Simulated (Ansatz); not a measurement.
Co:

```
Co
1.0
     2.47200    0.00000    0.00000
    -1.23600    2.14081    0.00000
     0.00000    0.00000    4.02114
Co
2
Cartesian
  1.2360 0.7136 3.0159
  0.0000 1.4272 1.0053
```

Base run:

| Property | Result |
| --- | --- |
| Program | Ansatz 0.2.0 |
| Functional | PBE |
| Potentials or basis | Ansatz PAW |
| Cutoff | 250 eV |
| Density cutoff | 1000 eV |
| k mesh | 12 × 12 × 7 |
| Occupations | fermi-dirac, width 0.05 eV |
| Spin | collinear spin, ferromagnetic start |
| Starting moments | [2.0, 2.0] μB |

Its results: band gap on the k mesh none (metal or under the smearing width); pressure 20.7 GPa; net moment 3.24 μB per cell; site moments Co +1.69 μB.

**Question.** The run is repeated on the same cell with these changes: potentials or basis from Ansatz PAW to Ansatz PAW earlier set; cutoff from 250 eV to 1000 eV; density cutoff from 1000 eV to 4000 eV. What comes out?

**Answer.** Band gap on the k mesh none (metal or under the smearing width); pressure 4.6 GPa; net moment 3.21 μB per cell; site moments Co +1.68 μB.

Caveats: so large a pressure means that the cell lies far from this level's equilibrium, or that cutoff or potentials fall short (some runs); the pressure holds a Pulay correction of +386.5 GPa for the finite cutoff (some runs); the cutoff lies under the one recommended for these potentials (some runs).
